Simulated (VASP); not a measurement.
NaF (Villiaumite):

```
Na F
1.0
     0.00000    2.32000    2.32000
     2.32000    0.00000    2.32000
     2.32000    2.32000    0.00000
Na F
1 1
Direct
  0.00000 0.00000 0.00000
  0.50000 0.50000 0.50000
```

Program: VASP 6.6.1. Alike in all runs: no spin polarisation; cell as given; k mesh 10 × 10 × 10; cutoff (eV) 520.

Task: Order these runs on this cell by their band gap on the k mesh, lowest first.
A. level PBEsol; potentials or basis VASP PAW PBE potentials, release 64 (Na_pv, F); smearing fermi-dirac 0.05 eV
B. level LDA; potentials or basis VASP PAW LDA potentials, release 64 (Na_pv, F); smearing gaussian 0.02 eV
C. level TB-mBJ; potentials or basis VASP PAW PBE potentials, release 64 (Na_pv, F); smearing gaussian 0.02 eV
D. level r2SCAN; potentials or basis VASP PAW PBE potentials, release 64 (Na_pv, F); smearing gaussian 0.02 eV

Result: B (5.94 eV), A (6.14 eV), D (7.15 eV), C (11.05 eV).

A k mesh can miss the band edges.

Not every run made on this cell is shown here.
